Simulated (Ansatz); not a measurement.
**MnO2 (P4_2/mnm): equation of state**

The task here is to estimate one member of a computed series from the others.

Program: Ansatz 0.2.0. Level of theory: DFT PBE+U (U_eff = 3.9 eV on Mn 3d), scalar-relativistic, plane waves, PAW. These are calculated values, not measurements.

**The starting structure**

It takes space group P4_2/mnm (No. 136, tetragonal). Conventional cell: a = 4.435 Å, b = 4.435 Å, c = 2.930 Å, α = 90.00°, β = 90.00°, γ = 90.00°. Mn (site symmetry mmm) is surrounded by 6 O at 1.90 to 1.92 Å. Around O (site symmetry m2m) lie 3 Mn at 1.90 to 1.92 Å.

As a file:

```cif
data_structure
_symmetry_space_group_name_H-M 'P4_2/mnm'
_symmetry_Int_Tables_number 136
_cell_length_a 4.4350
_cell_length_b 4.4350
_cell_length_c 2.9300
_cell_angle_alpha 90.000
_cell_angle_beta 90.000
_cell_angle_gamma 90.000
_cell_volume 57.63
loop_
_atom_site_label
_atom_site_type_symbol
_atom_site_symmetry_multiplicity
_atom_site_Wyckoff_symbol
_atom_site_fract_x
_atom_site_fract_y
_atom_site_fract_z
_atom_site_occupancy
Mn1 Mn 2 a 0.00000 0.00000 0.00000 1
O1 O 4 f 0.30598 0.30598 0.00000 1
```

This cell comes from an earlier session at PBE+U (U_eff = 3.9 eV on Mn 3d): 9.605 Å³/atom at 0.00 GPa, on a 6×6×8 mesh. The large moments point both ways and cancel.

Volume factors to run: 0.980, 1.020, 0.960, 1.040.

The first run:

input.yaml reads:

```yaml
crystal:
  lattice:
    - [4.4051900364, 1.78e-08, 0.0]
    - [1.78e-08, 4.4051900364, 0.0]
    - [0.0, 0.0, 2.9103603572]
  atoms:
    - { symbol: Mn, position: [0.0, 0.0, 0.0], spin: 2.89 }
    - { symbol: Mn, position: [0.5, 0.5, 0.5], spin: -2.89 }
    - { symbol: O, position: [0.3059815712, 0.3059815712, 0.0] }
    - { symbol: O, position: [0.1940184293, 0.8059815707, 0.5] }
    - { symbol: O, position: [0.6940184288, 0.6940184288, 0.0] }
    - { symbol: O, position: [0.8059815707, 0.1940184293, 0.5] }
basis:
  ecutwfc: 420
  ecutrho_ratio: 4
kpoints:
  mp_grid: { grid: [6, 6, 8] }
hamiltonian:
  xc: pbe
  hubbard:
    sites:
      - { species: Mn, l: d, u_eff: 3.9, starting_ns: start.occupation_matrices }
    ns_hold: { iters: 6 }
scf:
  occupations: { method: gaussian, width: 0.05 }
  lower_state_search: "off"
output:
  forces: true
  stress: true
  eigenvalues: true
  populations: true
magnetization:
  spin_polarized: true
relax:
  f_tol: 0.01
  max_steps: 40
  cell: { stress_tol: 0.1, fix: [volume] }
```

The open shells start from the occupation matrices of the run at the neighbouring geometry (file start.occupation_matrices).

Run with:

```sh
$ ansatz run input.yaml --threads 4 --pin off --max-ram 10240MiB --backend cpu --events-out ev --progress --plain --runs-dir out
```

Steps of the session up to this table: Volume × 0.980; Scaling the volume by 1.020; Volume × 0.960; At 1.040 of the relaxed volume.

One table of the session follows, with a row left open; its other results are not shown here.

It belongs to the step «The fit». 

```
volume (Å³/atom)  energy (meV/atom)  pressure (GPa)  gap (eV)  moment of atom 1 (μB)
           9.221              10.78            9.36      0.42                   2.56
           9.413                  ?               ?         ?                      ?
           9.605               0.00            0.00      0.23                   2.62
           9.797               2.35           -3.88      0.14                   2.66
           9.989               9.13           -7.27      0.05                   2.69
```

Estimate the missing values for volume (Å³/atom) = 9.413.

Worked estimate for «energy (meV/atom)». A straight line through the neighbours (9.221, 10.78) and (9.605, 0.00) gives 10.78 + (0.00 − 10.78) × (9.413 − 9.221) / (9.605 − 9.221) = 5.39; a parabola fitted to 3 rows on both sides gives 2.81.

**Answer.** energy (meV/atom): 2.58; pressure (GPa): 4.39; gap (eV): 0.33; moment of atom 1 (μB): 2.59. In «energy (meV/atom)» the line misses by +2.81 and the parabola by +0.23.

Caveats from the session: Warnings in the runs' records: symmetry narrowed by occupation matrices, stability check not made.
